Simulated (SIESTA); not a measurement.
Runs of SIESTA 5.4.2 on Sr. The cell holds a slab with vacuum, 5 atoms: a = 4.310 Å, b = 4.310 Å, c = 29.100 Å, α = 90.00°, β = 90.00°, γ = 120.00°. The slab is cut from a database's or a generator's crystal, which needn't be the stable form of the element.

```csv
level,potentials or basis,gap on the mesh (eV),largest force (eV/Å)
WC,"PseudoDojo 0.4 standard (PBEsol files), DZP (energy shift 0.003 Ry; two zetas on semicore shells; d shell added on Sr)",none,0.13
BLYP,"PseudoDojo 0.4 standard (PBE files), DZP (energy shift 0.003 Ry; two zetas on semicore shells; d shell added on Sr)",none,(a)
AM05,"PseudoDojo 0.4 standard (PBEsol files), DZP (energy shift 0.003 Ry; two zetas on semicore shells; d shell added on Sr)",none,0.10
revPBE,"PseudoDojo 0.4 standard (PBE files), DZP (energy shift 0.003 Ry; two zetas on semicore shells; d shell added on Sr)",none,0.06
RPBE,"PseudoDojo 0.4 standard (PBE files), DZP (energy shift 0.003 Ry; two zetas on semicore shells; d shell added on Sr)",none,0.06
PW91,"PseudoDojo 0.4 standard (PBE files), DZP (energy shift 0.003 Ry; two zetas on semicore shells; d shell added on Sr)",none,0.08
LDA,"PseudoDojo 0.4 standard (LDA files), DZP (energy shift 0.003 Ry; two zetas on semicore shells; d shell added on Sr)",none,0.20
PBEsol,"PseudoDojo 0.4 standard (PBEsol files), DZP (energy shift 0.003 Ry; two zetas on semicore shells; d shell added on Sr)",none,0.13
```

Alike in all rows: task single point; no spin polarisation; cell as given; k mesh 7 × 7 × 1; smearing fermi-dirac 0.05 eV; grid cutoff 500 Ry; energy shift 0.003 Ry.

Estimate the missing entries.

(a) 0.04.

Caveats: the basis of atomic orbitals isn't converged, which shifts pressures, moduli and gaps; the potentials were made for another functional, which shifts forces and pressure (some runs).

A k mesh can miss the band edges, and the runs leave out spin-orbit coupling on Sr.

A gap of «none» marks a metal or a gap under the smearing width.

Runs at the PBE level aren't shown here.
